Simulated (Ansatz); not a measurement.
# CoO (P3m1) in Ansatz: equation of state

Aim: energy against volume of CoO in PBE, for its equilibrium volume and stiffness.

All numbers are computed with Ansatz 0.2.0; they aren't measurements. Logs are shortened: lines on timing, memory, paths and dates and some standing lists are left out, and cuts for length are marked.

## Step 1: Starting point

Symmetry: P6_3mc, No. 186, hexagonal system. Conventional cell: a = 3.198 Å, b = 3.198 Å, c = 5.229 Å, α = 90.00°, β = 90.00°, γ = 120.00°. Around Co (site symmetry 3m) lie 4 O at 1.93 to 1.97 Å. O (site symmetry 3m) is surrounded by 4 Co at 1.93 to 1.97 Å.

Measurements of this composition are mostly on another form, of space group No. 225.

## Step 2: Single point, PBE, collinear spin, ferromagnetic start, 10.88 Å³/atom (volume scaled by 0.94)

The input, input.yaml:

```yaml
crystal:
  lattice:
    - [3.1323693509, 0.0, 0.0]
    - [-1.5661846755, 2.712711432, 0.0]
    - [0.0, 0.0, 5.1219713984]
  atoms:
    - { symbol: Co, position: [0.3333333333, 0.6666666667, 0.50336241], spin: 2.0 }
    - { symbol: Co, position: [0.0, 0.0, 0.00347414], spin: 2.0 }
    - { symbol: O, position: [0.3333333333, 0.6666666667, 0.8715556] }
    - { symbol: O, position: [0.0, 0.0, 0.37160885] }
hamiltonian:
  xc: pbe
  pseudopotentials: { kind: paw }
magnetization:
  spin_polarized: true
kpoints:
  mp_grid: { grid: [10, 10, 5] }
scf:
  occupations: { method: fermi_dirac, width: 0.05 }
output:
  forces: true
  stress: true
  eigenvalues: true
  write_density: true
  write_potential: true
  elf: true
  volumetric_format: npy
```

Potentials or basis: Ansatz PAW.

On the command line:

```
$ ansatz run input.yaml --threads 2 --pin off --max-ram 5120MiB --backend cpu --events-out ev --progress --plain --runs-dir out
```

Output:

```text
Warning: RAYON_NUM_THREADS=2 ignored (pool sized by the plan → 2); use --threads N
Engine: ansatz 0.2.0, aarch64-unknown-linux-gnu
Pseudopotentials: kind: paw
Pseudopotential: Co, paw, valence charge 17, recommended cutoff 420 eV (normal), Co.paw.azcp
Pseudopotential: O, paw, valence charge 6, recommended cutoff 420 eV (normal), O.paw.azcp
Functional definition: PBE
  parameter kappa = 0.804
  parameter beta = 0.06672455060314922
  exchange = pbe_x(kappa = kappa, mu = beta*pi^2/3)
  correlation = pbe_c(beta = beta)
Crystal: 4 atoms, lattice volume = 43.522 Å³
Basis set: ecut = 420 eV, 845 PW (Γ), exchange–correlation on 48×48×72 points (8 copies of the dense FFT grid, shifted against one another)
Bands: 30, of which v1, the nominal top of the filled ones, is band 23 counted from 1 (22 counted from 0)
Symmetry: 6 space group operations
Space group: P3m1 (ITA 156), of the structure as read, at distance tolerance 3.5e-5 Å
Magnetic group: BNS 156.49 (UNI 1279), of the structure as read, at distance tolerance 3.5e-5 Å
k-points: 58 of 500 (time reversal used)
Non-local potential: Co, projectors of the file, l = 0: 3, l = 1: 2, l = 2: 3, l = 3: 1
Non-local potential: O, projectors of the file, l = 0: 2, l = 1: 2, l = 2: 1
PAW form: soft (Blöchl's): semilocal exchange-correlation on the pseudo side does not see the compensation charge
PAW one-centre angular grid: Co, 590 points (default); XC on 64 Gauss nodes
PAW one-centre angular grid: O, 110 points (default); XC on 64 Gauss nodes
Initial density: superposition of atomic densities (chi_scale 0.1, normalization cell, long waves kept (reshape's long-wave potential 0.00 eV rms))
Starting moments: Σ|m| = 4 μB on 2 of 4 sites
Initial wavefunctions: pseudopotential atomic-orbital guess
Functional: x = pbe(κ = 0.804, μ = 0.2195149727645171), c = pbe(β = 0.06672455060314922)
SCF iter   1: F=—  HF=-11382.199511 eV  |F-HF|=—  |Δ(HF+E_count)|=         —  Δρ=1.03e-1 (↑1.03e-1 ↓7.29e-2)  dr2=8.51e0  dr2_m=4.93e-1  M=4.462 μB ∫|m|=4.462 μB  β_m=0.30  ethr=3.10e-3  ⟨swp⟩=5.7  Hψ=12608  notcnv=0
Mixer restart at iter 1: flushing history
preconditioner: auto → Kerker (q_TF=auto, 2.754 Å⁻¹)  [metal: Δε(μ)=0.007 eV  Ē_g=10.112 eV  σ=0.050 eV  W_gap=0.04  n_scr=22 (ndim 8)  ℏωp=30.8 eV  f_vac=0.000  D(μ)=6.20/eV (n_scr^D=98)]
spin=Collinear: Kerker preconditioning applied to the charge; magnetization (m = ρ↑ − ρ↓) channel mixes plain (no charge-response kernel on spin).
SCF iter   2: F=—  HF=-11383.771857 eV  |F-HF|=—  |Δ(HF+E_count)|=    1.57e0  Δρ=7.09e-2 (↑7.09e-2 ↓4.64e-2)  dr2=1.56e0  dr2_m=1.03e0  M=5.098 μB ∫|m|=5.098 μB  β_m=0.42  ethr=3.10e-3  ⟨swp⟩=3.6  Hψ=8013  notcnv=0  defer=62
SCF iter   3: F=—  HF=-11384.450778 eV  |F-HF|=—  |Δ(HF+E_count)|=   6.79e-1  Δρ=3.01e-2 (↑3.01e-2 ↓2.71e-2)  dr2=5.58e-1  dr2_m=1.92e-1  M=5.158 μB ∫|m|=5.159 μB  β_m=0.54  ethr=3.10e-3  ⟨swp⟩=2.0  Hψ=5127  notcnv=0  defer=79
SCF iter   4: F=—  HF=-11384.626208 eV  |F-HF|=—  |Δ(HF+E_count)|=   1.75e-1  Δρ=9.80e-3 (↑7.69e-3 ↓9.80e-3)  dr2=7.04e-2  dr2_m=9.28e-3  M=5.350 μB ∫|m|=5.354 μB  β_m=0.77  ethr=1.21e-3  ⟨swp⟩=2.4  Hψ=5824  notcnv=0  defer=79
SCF iter   5: F=—  HF=-11384.648647 eV  |F-HF|=—  |Δ(HF+E_count)|=         —  Δρ=9.50e-3 (↑4.15e-3 ↓9.50e-3)  dr2=4.65e-2  dr2_m=3.74e-3  M=5.488 μB ∫|m|=5.492 μB  β_m=0.77  ethr=1.53e-4  ⟨swp⟩=2.1  Hψ=6590  notcnv=0  defer=104
Mixer restart at iter 5: flushing history
SCF iter   6: F=—  HF=-11384.656695 eV  |F-HF|=—  |Δ(HF+E_count)|=   8.05e-3  Δρ=6.37e-3 (↑6.37e-3 ↓3.24e-3)  dr2=1.62e-2  dr2_m=1.55e-3  M=5.509 μB ∫|m|=5.513 μB  β_m=0.66  ethr=1.01e-4  ⟨swp⟩=2.1  Hψ=6865  notcnv=0  defer=104
SCF iter   7: F=—  HF=-11384.650464 eV  |F-HF|=—  |Δ(HF+E_count)|=   6.23e-3  Δρ=1.73e-3 (↑1.04e-3 ↓1.73e-3)  dr2=2.22e-3  dr2_m=1.13e-4  M=5.496 μB ∫|m|=5.500 μB  β_m=0.71  ethr=3.52e-5  ⟨swp⟩=2.1  Hψ=7482  notcnv=0  defer=112
SCF iter   8: F=—  HF=-11384.651653 eV  |F-HF|=—  |Δ(HF+E_count)|=   1.19e-3  Δρ=8.02e-4 (↑4.30e-4 ↓8.02e-4)  dr2=5.54e-4  dr2_m=2.66e-5  M=5.494 μB ∫|m|=5.498 μB  β_m=0.86  ethr=4.82e-6  ⟨swp⟩=2.2  Hψ=5344  notcnv=0  defer=112
SCF iter   9: F=—  HF=-11384.651991 eV  |F-HF|=—  |Δ(HF+E_count)|=   3.39e-4  Δρ=3.93e-4 (↑3.30e-4 ↓3.93e-4)  dr2=1.56e-4  dr2_m=4.17e-6  M=5.490 μB ∫|m|=5.494 μB  β_m=0.87  ethr=1.21e-6  ⟨swp⟩=2.0  Hψ=4680  notcnv=0  defer=112
SCF iter  10: F=—  HF=-11384.652101 eV  |F-HF|=—  |Δ(HF+E_count)|=   1.10e-4  Δρ=5.53e-4 (↑3.50e-4 ↓5.53e-4)  dr2=2.05e-4  dr2_m=6.66e-6  M=5.489 μB ∫|m|=5.493 μB  β_m=0.66  ethr=3.40e-7  ⟨swp⟩=2.0  Hψ=6055  notcnv=0  defer=112
SCF iter  11: F=—  HF=-11384.652086 eV  |F-HF|=—  |Δ(HF+E_count)|=   1.58e-5  Δρ=1.70e-4 (↑4.32e-5 ↓1.70e-4)  dr2=9.92e-6  dr2_m=2.44e-6  M=5.489 μB ∫|m|=5.493 μB  β_m=0.74  ethr=3.40e-7  ⟨swp⟩=2.6  Hψ=5652  notcnv=0  defer=112
SCF iter  12: F=—  HF=-11389.227180 eV  |F-HF|=—  |Δ(HF+E_count)|=         —  Δρ=3.15e-1 (↑3.15e-1 ↓3.06e-1)  dr2=4.31e-2  dr2_m=3.85e1  M=0.751 μB ∫|m|=4.200 μB  β_m=1.00  ethr=2.16e-8  ⟨swp⟩=2.1  Hψ=5754  notcnv=0  defer=112
Mixer restart at iter 12: flushing history
SCF iter  13: F=—  HF=-11384.904192 eV  |F-HF|=—  |Δ(HF+E_count)|=    4.32e0  Δρ=5.48e-2 (↑2.24e-2 ↓5.48e-2)  dr2=3.04e-1  dr2_m=5.88e-1  M=0.321 μB ∫|m|=4.631 μB  β_m=0.74  ethr=1.09e-4  ⟨swp⟩=3.7  Hψ=8319  notcnv=0  defer=112
SCF iter  14: F=—  HF=-11384.876632 eV  |F-HF|=—  |Δ(HF+E_count)|=   2.76e-2  Δρ=3.58e-2 (↑3.58e-2 ↓1.30e-2)  dr2=3.53e-1  dr2_m=1.42e-1  M=0.100 μB ∫|m|=4.681 μB  β_m=0.80  ethr=1.09e-4  ⟨swp⟩=3.1  Hψ=8404  notcnv=0  defer=77
SCF iter  15: F=—  HF=-11384.928506 eV  |F-HF|=—  |Δ(HF+E_count)|=   5.19e-2  Δρ=2.98e-2 (↑1.17e-2 ↓2.98e-2)  dr2=3.84e-1  dr2_m=4.34e-2  M=0.117 μB ∫|m|=4.778 μB  β_m=0.70  ethr=1.09e-4  ⟨swp⟩=3.1  Hψ=8634  notcnv=0  defer=85
SCF iter  16: F=—  HF=-11384.844998 eV  |F-HF|=—  |Δ(HF+E_count)|=   8.35e-2  Δρ=5.82e-3 (↑5.82e-3 ↓4.89e-3)  dr2=3.20e-2  dr2_m=2.73e-3  M=-0.032 μB ∫|m|=4.826 μB  β_m=0.60  ethr=1.09e-4  ⟨swp⟩=2.7  Hψ=8013  notcnv=0  defer=87
SCF iter  17: F=—  HF=-11384.842031 eV  |F-HF|=—  |Δ(HF+E_count)|=   2.97e-3  Δρ=1.98e-3 (↑1.98e-3 ↓1.64e-3)  dr2=7.54e-3  dr2_m=1.59e-4  M=-0.032 μB ∫|m|=4.829 μB  β_m=0.75  ethr=6.96e-5  ⟨swp⟩=2.0  Hψ=4794  notcnv=0  defer=87
SCF iter  18: F=—  HF=-11384.841095 eV  |F-HF|=—  |Δ(HF+E_count)|=   9.36e-4  Δρ=1.40e-3 (↑1.40e-3 ↓1.14e-3)  dr2=9.18e-4  dr2_m=2.53e-4  M=-0.016 μB ∫|m|=4.838 μB  β_m=0.87  ethr=1.64e-5  ⟨swp⟩=2.1  Hψ=4763  notcnv=0  defer=87
SCF iter  19: F=—  HF=-11384.841643 eV  |F-HF|=—  |Δ(HF+E_count)|=   5.47e-4  Δρ=9.34e-4 (↑6.10e-4 ↓9.34e-4)  dr2=4.90e-4  dr2_m=8.75e-5  M=-0.002 μB ∫|m|=4.837 μB  β_m=0.94  ethr=2.00e-6  ⟨swp⟩=1.7  Hψ=4855  notcnv=0  defer=84
SCF iter  20: F=—  HF=-11384.841651 eV  |F-HF|=—  |Δ(HF+E_count)|=   8.20e-6  Δρ=3.74e-4 (↑3.74e-4 ↓2.10e-4)  dr2=7.94e-5  dr2_m=1.58e-5  M=-0.002 μB ∫|m|=4.838 μB  β_m=0.97  ethr=1.07e-6  ⟨swp⟩=2.7  Hψ=5804  notcnv=0  defer=83
SCF iter  21: F=—  HF=-11384.841663 eV  |F-HF|=—  |Δ(HF+E_count)|=   1.21e-5  Δρ=1.46e-4 (↑1.46e-4 ↓1.34e-4)  dr2=2.48e-5  dr2_m=1.04e-6  M=-0.002 μB ∫|m|=4.840 μB  β_m=0.98  ethr=1.73e-7  ⟨swp⟩=1.0  Hψ=3652  notcnv=0  defer=81
SCF iter  22: F=—  HF=-11384.841662 eV  |F-HF|=—  |Δ(HF+E_count)|=   4.89e-7  Δρ=2.44e-5 (↑2.44e-5 ↓2.23e-5)  dr2=7.74e-7  dr2_m=9.64e-8  M=-0.001 μB ∫|m|=4.840 μB  β_m=0.99  ethr=5.39e-8  ⟨swp⟩=2.5  Hψ=5001  notcnv=0  defer=81
SCF iter  23: F=—  HF=-11384.841663 eV  |F-HF|=—  |Δ(HF+E_count)|=   2.16e-7  Δρ=2.29e-5 (↑2.29e-5 ↓8.84e-6)  dr2=2.94e-7  dr2_m=3.01e-8  M=-0.001 μB ∫|m|=4.840 μB  β_m=1.00  ethr=1.68e-9  ⟨swp⟩=2.0  Hψ=5411  notcnv=0  defer=81
SCF iter  24: F=—  HF=-11384.841663 eV  |F-HF|=—  |Δ(HF+E_count)|=   2.06e-8  Δρ=1.46e-5 (↑1.46e-5 ↓1.11e-5)  dr2=2.08e-7  dr2_m=1.72e-8  M=-0.001 μB ∫|m|=4.841 μB  β_m=0.94  ethr=6.39e-10  ⟨swp⟩=2.0  Hψ=5219  notcnv=0  defer=81
SCF iter  25: F=—  HF=-11384.841663 eV  |F-HF|=—  |Δ(HF+E_count)|=   5.97e-9  Δρ=6.33e-6 (↑6.33e-6 ↓2.61e-6)  dr2=2.49e-8  dr2_m=4.16e-9  M=-0.001 μB ∫|m|=4.841 μB  β_m=0.97  ethr=4.53e-10  ⟨swp⟩=2.1  Hψ=4077  notcnv=0  defer=81
SCF iter  26: F=-11384.841663 eV  HF=-11384.841663 eV  |F-HF|=5.17e-8  |Δ(HF+E_count)|=   4.04e-9  Δρ=8.60e-6 (↑8.60e-6 ↓4.37e-6)  dr2=5.55e-8  dr2_m=4.46e-9  M=-0.001 μB ∫|m|=4.840 μB  ethr=5.42e-11  ⟨swp⟩=8.3  Hψ=20361  notcnv=0
SCF 1 converged in 26 iterations: F = -11384.841663 eV  dr2 = 5.55e-8
WARN: the starting moments were not kept: 1 of 2 ended reversed and 1 kept their direction, counting a site from 0.1 μB. The largest reversed, site 1 (counted from 0, in the order of the report's site_moments_mub), started with +2.0 μB and closes at -2.0e0 μB in its sphere. The net magnetisation is 1.3e-3 μB in size, at most 0.1 of the 4 μB that the starting moments add up to as vectors. The SCF closed on another magnetic arrangement than the starting moments describe; that does not show which of the two is lower. To try another start: change the starting moments (crystal.atoms[].spin, magnetization.per_species, magnetization.initial_magnetization, or on a non-collinear deck that types none of these the spinor_matrix: blocks that start its atoms; where the total moment is fixed, keep their sum and leave initial_magnetization as it is; typed ones take the place of any that the run laid by itself, positive ones on a crystal's lanthanoids without a Hubbard term where scf.initial_density.shell_occupations: [] is typed); see also scf.mixing.spin_hold.
SCF converged after 26 iterations
Magnetization: -0.0013 μB (22.9993 up, 23.0007 down)
Absolute magnetization: 4.8405 μB (∫|ρ↑−ρ↓|, with the PAW one-centre terms)
Spin contamination: 2.3445 ħ² per cell (⟨S²⟩ above its minimum at these occupations)
Per-site moments (μB) at R_I (Å): [(2.0184300916477147, 0.7779234326595834), (-2.0190768268794157, 0.7777998753435399), (-0.14686768193827318, 0.7779234326595834), (0.14651443680012938, 0.7777998753435399)]
Free energy (F): -11384.841663 eV
Harris-Foulkes:  -11384.841663 eV  (|F-HF|=5.17e-8)
Internal energy: -11384.814041 eV  (E = F + TS)
E sigma→0 (E₀):  -11384.827852 eV
Entropy (-TS):   -0.027622 eV (-6.905 meV/atom)
Fermi energy:    12.152197 eV
--- Per-component energies (eV) ---
  E_band       = -699.424115
  E_kinetic    = 1243.010989
  E_local      = -7625.885371  (includes V_loc(G=0)·N_el)
  E_nonlocal   = 1025.746144
  E_hartree    = 3152.945579
  E_xc         = -458.846994
  E_vxc        = -589.732580  (∫ρ·V_xc dr)
  E_paw        = -3353.892820  (= ΣΔE_a)
  E_vpaw       = -1058.449601  (= ΣTr[D̂ρ^β])
  E_aug_tail   = 0.004885  (compensation charges beyond the density's cutoff)
  E_ewald      = -5367.896453
  E_smearing   = -0.027622  (= −TS)
  E_closure    = 0.000000  (closes the sum)
  Σ components = -11384.841663   (vs F -11384.841663, Δ=0.00e0)
--- Forces (eV/Å), atoms counted from 1 ---
  atom   1  Co    -0.00000000    -0.00000000     0.13877016
  atom   2  Co     0.00000000     0.00000000     0.13292393
  atom   3  O     -0.00000000    -0.00000000    -0.13587280
  atom   4  O      0.00000000     0.00000000    -0.13585289
  max |Σ_I F_I| component: 3.16e-5 eV/Å
--- Stress (GPa, compression-positive) ---
        6.510764       0.000000       0.000000
        0.000000       6.510764      -0.000000
        0.000000      -0.000000       9.523985
  P = ⅓ Tr σ = 7.5152 GPa (75.152 kbar)
--- Band table (eV; the first three rows and the last of 116) ---
  k-point 0 ↑: bands = ["-84.4017", "-81.7872", "-47.8770", "-47.6025", "-47.6025", "-45.2482", "-45.0853", "-45.0853", "-8.3328", "-7.5580", "4.6867", "5.8461", "5.8461", "5.8868", "6.7420", "6.7420", "9.8939", "9.8939", "10.4334", "11.0992", "11.0992", "12.1673", "12.1673", "12.4206", "13.8717", "14.3226", "14.3226", "17.9469", "19.6395", "26.2601"]
  k-point 1 ↑: bands = ["-84.4017", "-81.7872", "-47.8769", "-47.6025", "-47.6025", "-45.2483", "-45.0853", "-45.0853", "-8.2696", "-7.6245", "4.7169", "5.7070", "5.8475", "5.8475", "6.7201", "6.7201", "9.9331", "9.9331", "10.5840", "11.1130", "11.1130", "12.1830", "12.1830", "12.7391", "13.9478", "14.2715", "14.2715", "17.1319", "20.4241", "25.2957"]
  k-point 2 ↑: bands = ["-84.4017", "-81.7872", "-47.8769", "-47.6025", "-47.6025", "-45.2484", "-45.0853", "-45.0853", "-8.1214", "-7.7781", "4.8356", "5.3594", "5.8502", "5.8502", "6.6850", "6.6850", "9.9992", "9.9992", "10.8603", "11.1270", "11.1270", "12.2185", "12.2185", "13.1102", "14.1834", "14.1834", "14.5246", "15.8338", "21.7580", "23.4249"]
  k-point 57 ↓: bands = ["-84.4012", "-81.7855", "-47.8767", "-47.6197", "-47.6148", "-45.2448", "-45.1053", "-45.0993", "-7.5665", "-7.3000", "5.1150", "5.2295", "5.5366", "5.8515", "6.5436", "6.8724", "9.1929", "9.9598", "10.4072", "10.6008", "10.8530", "11.3923", "11.7562", "12.1970", "13.0459", "13.2713", "19.1107", "19.6639", "20.5934", "20.8968"]
```

Run time: 24 s. Hardware: 2 threads of Arm Neoverse V1, shared host; peak memory 0.43 GiB.

Results:

```
Free energy            : -11384.8417 eV
Pressure               : 7.5 GPa
Largest force          : 0.139 eV/Å
Band gap on the k mesh : none (metal or under the smearing width)
Net moment             : 0.00 μB per cell
Absolute moment        : 4.84 μB per cell
Site moments           : Co +2.02, -2.02; O -0.15, +0.15 μB
```

Caveat: the pressure holds a Pulay correction of +0.7 GPa for the finite cutoff; semilocal functionals often make such compounds metallic where correlation or magnetic order opens a gap, which also shifts bond lengths; the starting moments weren't kept.

[end of part 1 of 2]
